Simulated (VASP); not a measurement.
# TiO2 (P4_2/mnm) in VASP: further runs

Aim: see how the results for TiO2 move with the level of theory and the settings. Levels: LDA, PBE. Tasks: relaxation of cell and atoms.

Everything below comes from runs of VASP 6.6.1. Logs are shortened: lines on timing, memory, paths and dates and some standing lists are left out, and cuts for length are marked.

## Step 1: The structure

Symmetry: P4_2/mnm, No. 136, tetragonal system. The conventional cell has a = 4.552 Å, b = 4.552 Å, c = 2.921 Å, α = 90.00°, β = 90.00°, γ = 90.00°. Ti (site symmetry mmm) has 6 O at 1.93 to 1.96 Å as nearest neighbours. Around O (site symmetry m2m) lie 3 Ti at 1.93 to 1.96 Å.

## Step 2: Relaxation of cell and atoms, LDA

INCAR

```
PREC = Accurate ; ENCUT = 600
EDIFF = 1E-7 ; ISMEAR = 0
SIGMA = 0.03 ; LREAL = F
LASPH = T ; NELM = 80
ALGO = Normal ; ISIF = 3
LWAVE = F ; LCHARG = F
GGA = CA ; IBRION = 2
NSW = 90 ; EDIFFG = -0.005
KPAR = 2
```

KPOINTS

```
regular mesh
0
Gamma
  6 6 10
```

POSCAR

```
TiO2                                    
1.0
    4.5515204222      0.0000000000      0.0000000000
   -0.0000000000      4.5515204222      0.0000000000
    0.0000000000      0.0000000000      2.9214589507
  Ti              O             
     2     4
Direct
     1.0000000000000000    0.0000000000000000    0.0000000000000000
     0.5000000000000000    0.5000000000000000    0.5000000000000000
     0.3038259655017612    0.3038259655017612    0.0000000000000000
     0.1961740344982388    0.8038259655017611    0.5000000000000000
     0.6961740344982389    0.6961740344982389    0.0000000000000000
     0.8038259655017611    0.1961740344982388    0.5000000000000000
```

Potentials or basis: VASP PAW LDA potentials, release 64 (Ti_sv, O).

The run is started by

```sh
$ cat potpaw_LDA.64/Ti_sv/POTCAR potpaw_LDA.64/O/POTCAR > POTCAR
$ mpirun -np 2 vasp_std > vasp.out
```

OUTCAR:

```text
PREC = Accurate
   ENCUT = 600
   EDIFF = 1E-7
   ISMEAR = 0
   LREAL = F
   LASPH = T
   NELM = 80
   ISIF = 3
   GGA = CA
   IBRION = 2
   NSW = 90
   EDIFFG = -0.005

 ion  position               nearest neighbor table
   1  0.000  0.000  0.000-   4 1.93   6 1.93   4 1.93   6 1.93   5 1.96   3 1.96
   2  0.500  0.500  0.500-   3 1.93   5 1.93   3 1.93   5 1.93   4 1.96   6 1.96
   3  0.304  0.304  0.000-   2 1.93   2 1.93   1 1.96
   4  0.196  0.804  0.500-   1 1.93   1 1.93   2 1.96
   5  0.696  0.696  0.000-   2 1.93   2 1.93   1 1.96
   6  0.804  0.196  0.500-   1 1.93   1 1.93   2 1.96

  LATTYP: Found a simple tetragonal cell.
 ALAT       =     4.5515204222
 C/A-ratio  =     0.6418644057

  Lattice vectors:

 A1 = (   4.5515204222,   0.0000000000,   0.0000000000)
 A2 = (   0.0000000000,   4.5515204222,   0.0000000000)
 A3 = (   0.0000000000,   0.0000000000,   2.9214589507)

Analysis of symmetry for initial positions (statically):
=====================================================================
 Subroutine PRICEL returns:
 Original cell was already a primitive cell.

 Routine SETGRP: Setting up the symmetry group for a
 simple tetragonal supercell.

 Subroutine GETGRP returns: Found 16 space group operations
 (whereof  8 operations were pure point group operations)
 out of a pool of 16 trial point group operations.

The static configuration has the point symmetry D_2h.
 The point group associated with its full space group is D_4h.

Analysis of symmetry for dynamics (positions and initial velocities):
=====================================================================
 Subroutine PRICEL returns:
 Original cell was already a primitive cell.

 Routine SETGRP: Setting up the symmetry group for a
 simple tetragonal supercell.

 Subroutine GETGRP returns: Found 16 space group operations
 (whereof  8 operations were pure point group operations)
 out of a pool of 16 trial point group operations.

The dynamic configuration has the point symmetry D_2h.
 The point group associated with its full space group is D_4h.

 Subroutine INISYM returns: Found 16 space group operations
 (whereof  8 operations are pure point group operations),
 and found     1 'primitive' translations

----------------------------------------------------------------------------------------

                                     Primitive cell

  volume of cell :      60.5219

[... 106 lines left out ...]
   PSTRESS=    0.0 pullay stress
   NELECT =      48.0000    total number of electrons
   NUPDOWN=      -1.0000    fix difference up-down
   EMIN   =  10.00;   EMAX   =-10.00  energy-range for DOS
   EFERMI =   0.00;   METHOD = LEGACY
   ISMEAR =     0;   SIGMA  =   0.03  broadening in eV -4-tet -1-fermi 0-gaus
   EFERMI_NEDOS =   21; number of points for ismear=-14 and -15
   IALGO  =     38    algorithm
   IMIX   =      4    mixing-type and parameters
     AMIX     =   0.40;   BMIX     =  1.00
     AMIX_MAG =   1.60;   BMIX_MAG =  1.00
  volume/ion in A,a.u.               =      10.09        68.07
  Fermi-wavevector in a.u.,A,eV,Ry     =   1.515366  2.863627 31.243538  2.296335
  Thomas-Fermi vector in A             =   2.624900
   LORBIT       =      0    0 simple, 1 ext, 2 COOP (PROOUT), +10 PAW based schemes
   GGA     = CA    functional components
   LHFCALC =     F    Hartree Fock is set to
   AEXX    =    0.0000 exact exchange contribution
   IVDW    =     0    specifies the selected vdW correction
   LEPSILON=     F    determine dielectric tensor
   LRPA    =     F    only Hartree local field effects (RPA)
 conjugate gradient relaxation of ions
 non-spin polarized calculation
 Gauss-broadening in eV      SIGMA  =   0.03
  energy-cutoff  :      600.00
  volume of cell :       60.52
 maximum number of plane-waves:      2040
   NGX = 19   NGY = 19   NGZ = 11

--------------------------------------- Ionic step        1  -------------------------------------------

 number of electron      48.0000006 magnetization

 Free energy of the ion-electron system (eV)
  ---------------------------------------------------
  ext. energy  EPLUGINS =         0.00000000
  ---------------------------------------------------
  free energy    TOTEN  =       -58.78828219 eV

  energy without entropy =      -58.78828219  energy(sigma->0) =      -58.78828219

------------------------ aborting loop because EDIFF is reached ----------------------------------------

  FORCE on cell =-STRESS in cart. coord.  units (eV):
  Direction    XX          YY          ZZ          XY          YZ          ZX
  --------------------------------------------------------------------------------------
  -------------------------------------------------------------------------------------
  Total        0.0536662      0.0536662      0.0578362      0.0000000      0.0000000      0.0000000
  in kB        1.4206875      1.4206875      1.5310778      0.0000000      0.0000000      0.0000000
  external PRESSURE =       1.4574843 kB  Pullay stress =       0.0000000 kB
[... 67 lines left out ...]
--------------------------------------- Ionic step        3  -------------------------------------------

 number of electron      48.0000007 magnetization

 Free energy of the ion-electron system (eV)
  ---------------------------------------------------
  ext. energy  EPLUGINS =         0.00000000
  ---------------------------------------------------
  free energy    TOTEN  =       -58.78829506 eV

  energy without entropy =      -58.78829506  energy(sigma->0) =      -58.78829506

 E-fermi :   5.0948     XC(G=0): -12.1544

 val. band max:        4.8857610295   @ k =   0.0000   0.0000   0.0000
 cond. band min:       6.7005275456   @ k =   0.0000   0.0000   0.0000
 fundamental gap:      1.8147665161
 Fermi energy:         5.0947889872

 k-point     1 :       0.0000    0.0000    0.0000
  band No.  band energies     occupation
      1     -51.2104      2.00000
      2     -51.1886      2.00000
      3     -27.9529      2.00000
      4     -27.9529      2.00000
      5     -27.7599      2.00000
      6     -27.7599      2.00000
[... 733 lines left out ...]
     27       8.0646      0.00000
     28       8.0646      0.00000

 [... further k-points ...]

------------------------ aborting loop because EDIFF is reached ----------------------------------------

  FORCE on cell =-STRESS in cart. coord.  units (eV):
  Direction    XX          YY          ZZ          XY          YZ          ZX
  --------------------------------------------------------------------------------------
  -------------------------------------------------------------------------------------
  Total        0.0011963      0.0011963     -0.0076830     -0.0000000      0.0000000      0.0000000
  in kB        0.0316541      0.0316541     -0.2032867     -0.0000000      0.0000000      0.0000000
  external PRESSURE =      -0.0466595 kB  Pullay stress =       0.0000000 kB
[... 21 lines left out ...]
  FREE ENERGIE OF THE ION-ELECTRON SYSTEM (eV)
  ---------------------------------------------------
  free  energy   TOTEN  =       -58.7882950595 eV

  energy  without entropy=      -58.7882950595  energy(sigma->0) =      -58.78829506

 reached required accuracy - stopping structural energy minimisation
```

CONTCAR:

```text
TiO2
   1.00000000000000
     4.5522735269272188    0.0000000000000000    0.0000000000000000
     0.0000000000000000    4.5522735269272188    0.0000000000000000
     0.0000000000000000    0.0000000000000000    2.9219799022786290
  Ti              O
     2     4
Direct
     0.0000000000000000    0.0000000000000000    0.0000000000000000
     0.5000000000000000    0.5000000000000000    0.5000000000000000
     0.3038278217911378    0.3038278217911378    0.0000000000000000
     0.1961721782088622    0.8038278217911378    0.5000000000000000
     0.6961721782088622    0.6961721782088622    0.0000000000000000
     0.8038278217911378    0.1961721782088622    0.5000000000000000

  0.00000000E+00  0.00000000E+00  0.00000000E+00
  0.00000000E+00  0.00000000E+00  0.00000000E+00
  0.00000000E+00  0.00000000E+00  0.00000000E+00
  0.00000000E+00  0.00000000E+00  0.00000000E+00
  0.00000000E+00  0.00000000E+00  0.00000000E+00
  0.00000000E+00  0.00000000E+00  0.00000000E+00
```

Wall time 43 s (2 MPI ranks of Intel Xeon 6975P-C (Granite Rapids), shared host); peak memory 0.21 GiB.

Results:

```
Free energy                            : -58.7883 eV
Relaxed volume                         : 10.09 Å³/atom
Relaxed cell                           : a = 4.552 Å, b = 4.552 Å, c = 2.922 Å, α = 90.00°, β = 90.00°, γ = 90.00°
Space group after relaxing (to 0.05 Å) : P4_2/mnm (No. 136)
Energy gained by relaxing              : 0.0 meV/atom
Ionic steps                            : 3
Pressure after relaxing                : 0.0 GPa
Band gap on the k mesh                 : 1.81 eV, direct
```

Forces in eV/Å, atoms in the order of the input:
```
Ti   0.000  0.000  0.000
Ti   0.000  0.000  0.000
O    0.002  0.002  0.000
O   -0.002  0.002  0.000
O   -0.002 -0.002  0.000
O    0.002 -0.002  0.000
```

Final structure:
```
Ti O
1.0
     4.55227    0.00000    0.00000
     0.00000    4.55227    0.00000
     0.00000    0.00000    2.92198
Ti O
2 4
Direct
  0.00000 0.00000 0.00000
  0.50000 0.50000 0.50000
  0.30383 0.30383 0.00000
  0.19617 0.80383 0.50000
  0.69617 0.69617 0.00000
  0.80383 0.19617 0.50000
```

## Step 3: Relaxation of cell and atoms, PBE

This run uses another cell than the first one, of 10.39 Å³/atom, 1.030 times its volume.

INCAR

```
PREC = Accurate
ENCUT = 600
EDIFF = 1E-6
ISMEAR = 0
SIGMA = 0.03
LREAL = False
LASPH = True
NELM = 80
ALGO = Normal
ISIF = 3
LWAVE = False
LCHARG = False
GGA = PE
IBRION = 2
NSW = 90
EDIFFG = -0.01
KPAR = 2
```

KPOINTS

```
Automatic mesh
0
Gamma
  6 6 10
```

POSCAR

```
TiO2
1.0
    4.5922000000      0.0000000000      0.0000000000
    0.0000000000      4.5922000000      0.0000000000
    0.0000000000      0.0000000000      2.9574000000
Ti O
2 4
Direct
    0.0000000000      0.0000000000      0.0000000000
    0.5000000000      0.5000000000      0.5000000000
    0.3049600000      0.3049600000      0.0000000000
    0.1950400000      0.8049600000      0.5000000000
    0.6950400000      0.6950400000      0.0000000000
    0.8049600000      0.1950400000      0.5000000000
```

Potentials or basis: VASP PAW PBE potentials, release 64 (Ti_sv, O).

The run is started by

```sh
$ cat potpaw_PBE.64/Ti_sv/POTCAR potpaw_PBE.64/O/POTCAR > POTCAR
$ mpirun -np 2 vasp_std > vasp.out
```

Run time: 3.4 min. Hardware: 2 MPI ranks of Intel Xeon Platinum 8488C (Sapphire Rapids), shared host; peak memory 0.25 GiB.

The run converged. Its results:

* Free energy: -53.6806 eV
* Relaxed volume: 10.67 Å³/atom
* Relaxed cell: a = 4.646 Å, b = 4.646 Å, c = 2.966 Å, α = 90.00°, β = 90.00°, γ = 90.00°
* Space group after relaxing (to 0.05 Å): P4_2/mnm (No. 136)
* Energy gained by relaxing: 5.0 meV/atom
* Ionic steps: 5
* Pressure after relaxing: 0.0 GPa
* Largest force after relaxing: 0.003 eV/Å
* Band gap on the k mesh: 1.82 eV, direct

Forces on the atoms (eV/Å):
```
Ti   0.000  0.000  0.000
Ti   0.000  0.000  0.000
O    0.002  0.002  0.000
O   -0.002  0.002  0.000
O   -0.002 -0.002  0.000
O    0.002 -0.002  0.000
```

Stress tensor (GPa, compression positive):
```
-0.05  0.00  0.00
 0.00 -0.05  0.00
 0.00  0.00  0.06
```

Step by step:
| step | energy change (eV) | largest force (eV/Å) | pressure (GPa) | volume (Å³) |
| --- | --- | --- | --- | --- |
| 1 | 0.0000 | 0.1242 | 5.83 | 62.37 |
| 2 | 0.0143 | 0.2349 | -6.47 | 65.84 |
| 3 | -0.0277 | 0.0461 | 0.00 | 63.89 |
| 4 | -0.0295 | 0.0182 | -0.01 | 63.98 |
| 5 | -0.0297 | 0.0032 | -0.01 | 64.02 |

Final structure:
```cif
data_structure
_symmetry_space_group_name_H-M 'P 1'
_symmetry_Int_Tables_number 1
_cell_length_a 4.6456
_cell_length_b 4.6456
_cell_length_c 2.9664
_cell_angle_alpha 90.000
_cell_angle_beta 90.000
_cell_angle_gamma 90.000
_cell_volume 64.02
loop_
_atom_site_label
_atom_site_type_symbol
_atom_site_fract_x
_atom_site_fract_y
_atom_site_fract_z
_atom_site_occupancy
Ti1 Ti 0.00000 0.00000 0.00000 1
Ti2 Ti 0.50000 0.50000 0.50000 1
O1 O 0.30496 0.30496 0.00000 1
O2 O 0.19504 0.80496 0.50000 1
O3 O 0.69504 0.69504 0.00000 1
O4 O 0.80496 0.19504 0.50000 1
```

Levels at points of the mesh, in eV from the valence-band top:
| k point | band 20 | band 21 | band 22 | band 23 | band 24 | band 25 | band 26 | band 27 | band 28 |
| --- | --- | --- | --- | --- | --- | --- | --- | --- | --- |
| (0.00, 0.00, 0.00) | -1.89 | -0.67 | -0.43 | -0.43 | 0.00 | 1.82 | 2.10 | 2.37 | 2.45 |
| (0.50, 0.00, 0.00) | -2.98 | -1.56 | -1.56 | -0.71 | -0.71 | 2.47 | 2.47 | 2.94 | 2.94 |
| (0.50, 0.50, 0.00) | -2.11 | -1.25 | -1.25 | -1.04 | -1.04 | 1.86 | 1.86 | 2.47 | 2.47 |
| (0.00, 0.00, 0.50) | -2.74 | -2.23 | -2.23 | -1.40 | -1.40 | 2.87 | 2.87 | 3.13 | 3.13 |
| (0.50, 0.00, 0.50) | -2.33 | -1.98 | -1.98 | -0.99 | -0.99 | 1.87 | 1.87 | 3.15 | 3.15 |
| (0.50, 0.50, 0.50) | -2.71 | -1.21 | -1.21 | -0.67 | -0.67 | 2.52 | 2.52 | 3.13 | 3.13 |

A k mesh can miss the band edges. PBE usually gives volumes a little too large and moduli too small.
